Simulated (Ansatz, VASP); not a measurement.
## ScAl2 in VASP and in Ansatz

```xyz
6
Lattice="0.0000 3.7635 3.7635 3.7635 0.0000 3.7635 3.7635 3.7635 0.0000" Properties=species:S:1:pos:R:3 pbc="T T T"
Sc    3.7635    3.7635    3.7635
Sc    5.6452    5.6452    5.6452
Al    0.9409    0.9409    0.9409
Al    0.9409    2.8226    2.8226
Al    2.8226    0.9409    2.8226
Al    2.8226    2.8226    0.9409
```

Alike in both runs: functional PBEsol; k mesh 6 × 6 × 6; occupations gaussian, width 0.1 eV; no spin polarisation.

Ansatz relaxed the structure, and its values are those at the end. VASP's run is a single point on that final structure, the one shown.

|  | VASP | Ansatz |
| --- | --- | --- |
| version | VASP 6.6.1 | Ansatz 0.2.0 |
| potentials or method | VASP PAW PBE potentials, release 64 (Sc_sv, Al) | scalar-relativistic, plane waves, PAW |
| plane-wave cutoff (eV) | 520 | 420 |
| valence electrons in the cell | 34 | 34 |

```csv
,VASP,Ansatz,Ansatz less VASP
gap on the k mesh at the Fermi level (eV),none,none,-
pressure (GPa),0.1,0.0,-0.13
```

A gap of «none» marks a metal or a gap that the smearing closes.

Caveats: the PAW data sets were made with another functional, which shifts forces and pressure a little (VASP).
